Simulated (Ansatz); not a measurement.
# Ge: the cost of one run

Method: DFT PBE, scalar-relativistic, plane waves, PAW, in Ansatz 0.2.0.

1 further run of the same task is left out (it didn't finish).

### 1 The starting structure

The structure is orthorhombic, space group Cmmm (No. 65). The conventional cell has a = 2.817 Å, b = 5.118 Å, c = 2.688 Å, α = 90.00°, β = 90.00°, γ = 90.00°. Ge (site symmetry mmm) is surrounded by 8 Ge at 2.69 to 2.92 Å.

As a file:

```xyz
1
Lattice="1.4086 -2.5592 0.0000 1.4086 2.5592 0.0000 0.0000 0.0000 2.6877" Properties=species:S:1:pos:R:3 pbc="T T T"
Ge    1.4086    0.0000    0.0000
```

It goes back to an entry of the Materials Project, which need not be the stable form.

It is the result of an earlier relaxation at this level (volume 19.38 Å³/atom; gap on the mesh: none (metal)).

### 2 Zero of the scan

input.yaml reads:

```yaml
crystal:
  lattice:
    - [1.4085596751, -2.5592452137, 0.0]
    - [1.4085596751, 2.5592452137, 0.0]
    - [0.0, 0.0, 2.6877131855]
  atoms:
    - { symbol: Ge, position: [0.5, 0.5, 0.0] }
basis:
  ecutwfc: 420
kpoints:
  mp_grid: { grid: [14, 14, 12] }
hamiltonian:
  xc: pbe
scf:
  occupations: { method: gaussian, width: 0.15 }
output:
  forces: true
  stress: true
  eigenvalues: true
```

Launch:

```console
> ansatz run input.yaml --threads 1 --pin off --max-ram 2560MiB --backend cpu --events-out ev --progress --plain --runs-dir out
```

**Question.** How long does this run take on 1 thread of Arm Neoverse V2, shared host, and how much memory does it need?

About 3.8 s, with a peak of 0.35 GiB.
